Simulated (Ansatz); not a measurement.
# TiO2: the cost of one run

Program: Ansatz 0.2.0. Level of theory: DFT PBE, scalar-relativistic, plane waves, PAW. These are calculated values, not measurements.

## 1. The structure to begin with

It takes space group Pbcn (No. 60, orthorhombic). Conventional cell: a = 4.515 Å, b = 5.497 Å, c = 4.939 Å, α = 90.00°, β = 90.00°, γ = 90.00°. Ti (site symmetry 2) has 6 O at 1.89 to 2.05 Å as nearest neighbours. Around O (site symmetry 1) lie 3 Ti at 1.89 to 2.05 Å.

Structure file:

```cif
data_structure
_symmetry_space_group_name_H-M 'Pbcn'
_symmetry_Int_Tables_number 60
_cell_length_a 4.5150
_cell_length_b 5.4970
_cell_length_c 4.9390
_cell_angle_alpha 90.000
_cell_angle_beta 90.000
_cell_angle_gamma 90.000
_cell_volume 122.58
loop_
_atom_site_label
_atom_site_type_symbol
_atom_site_symmetry_multiplicity
_atom_site_Wyckoff_symbol
_atom_site_fract_x
_atom_site_fract_y
_atom_site_fract_z
_atom_site_occupancy
Ti1 Ti 4 c 0.00000 0.17100 0.75000 1
O1 O 8 d 0.28600 0.37600 0.91200 1
```

The runs take a perfect supercell of 48 atoms; the defect goes to fractional position (0.833, 0.667, 0.667).

## 2. The perfect supercell

input.yaml

```yaml
crystal:
  lattice:
    - [-4.515, 5.497, 4.939]
    - [4.515, -5.497, 4.939]
    - [4.515, 5.497, -4.939]
  atoms:
    - { symbol: Ti, position: [0.2105, 0.125, 0.0855] }
    - { symbol: Ti, position: [0.7105, 0.625, 0.0855] }
    - { symbol: Ti, position: [0.7105, 0.125, 0.5855] }
    - { symbol: Ti, position: [0.2105, 0.625, 0.5855] }
    - { symbol: Ti, position: [0.0395, 0.125, 0.4145] }
    - { symbol: Ti, position: [0.5395, 0.625, 0.4145] }
    - { symbol: Ti, position: [0.5395, 0.125, 0.9145] }
    - { symbol: Ti, position: [0.0395, 0.625, 0.9145] }
    - { symbol: Ti, position: [0.7895, 0.375, 0.4145] }
    - { symbol: Ti, position: [0.2895, 0.875, 0.4145] }
    - { symbol: Ti, position: [0.2895, 0.375, 0.9145] }
    - { symbol: Ti, position: [0.7895, 0.875, 0.9145] }
    - { symbol: Ti, position: [0.9605, 0.375, 0.0855] }
    - { symbol: Ti, position: [0.4605, 0.875, 0.0855] }
    - { symbol: Ti, position: [0.4605, 0.375, 0.5855] }
    - { symbol: Ti, position: [0.9605, 0.875, 0.5855] }
    - { symbol: O, position: [0.394, 0.349, 0.331] }
    - { symbol: O, position: [0.894, 0.849, 0.331] }
    - { symbol: O, position: [0.894, 0.349, 0.831] }
    - { symbol: O, position: [0.394, 0.849, 0.831] }
    - { symbol: O, position: [0.018, 0.063, 0.169] }
    - { symbol: O, position: [0.518, 0.563, 0.169] }
    - { symbol: O, position: [0.518, 0.063, 0.669] }
    - { symbol: O, position: [0.018, 0.563, 0.669] }
    - { symbol: O, position: [0.856, 0.187, 0.455] }
    - { symbol: O, position: [0.356, 0.687, 0.455] }
    - { symbol: O, position: [0.356, 0.187, 0.955] }
    - { symbol: O, position: [0.856, 0.687, 0.955] }
    - { symbol: O, position: [0.732, 0.401, 0.045] }
    - { symbol: O, position: [0.232, 0.901, 0.045] }
    - { symbol: O, position: [0.232, 0.401, 0.545] }
    - { symbol: O, position: [0.732, 0.901, 0.545] }
    - { symbol: O, position: [0.606, 0.151, 0.169] }
    - { symbol: O, position: [0.106, 0.651, 0.169] }
    - { symbol: O, position: [0.106, 0.151, 0.669] }
    - { symbol: O, position: [0.606, 0.651, 0.669] }
    - { symbol: O, position: [0.982, 0.437, 0.331] }
    - { symbol: O, position: [0.482, 0.937, 0.331] }
    - { symbol: O, position: [0.482, 0.437, 0.831] }
    - { symbol: O, position: [0.982, 0.937, 0.831] }
    - { symbol: O, position: [0.144, 0.313, 0.045] }
    - { symbol: O, position: [0.644, 0.813, 0.045] }
    - { symbol: O, position: [0.644, 0.313, 0.545] }
    - { symbol: O, position: [0.144, 0.813, 0.545] }
    - { symbol: O, position: [0.268, 0.099, 0.455] }
    - { symbol: O, position: [0.768, 0.599, 0.455] }
    - { symbol: O, position: [0.768, 0.099, 0.955] }
    - { symbol: O, position: [0.268, 0.599, 0.955] }
basis:
  ecutwfc: 420
  fft_grid_basis: typed
kpoints:
  mp_grid: { grid: [2, 2, 2] }
hamiltonian:
  xc: pbe
  pseudopotentials: { kind: paw }
scf:
  occupations: { method: gaussian, width: 0.05 }
output:
  forces: true
  stress: false
  eigenvalues: true
  bader: false
  write_density: true
  volumetric_format: npy
```

The run is started by

```bash
> ansatz run input.yaml --threads 4 --pin off --max-ram 10240MiB --backend cpu --events-out ev --progress --plain --runs-dir out
```

**Question.** How long does this run take on 4 threads of Arm Neoverse N1, shared host, and how much memory does it need?

About 17 s, with a peak of 2.6 GiB.
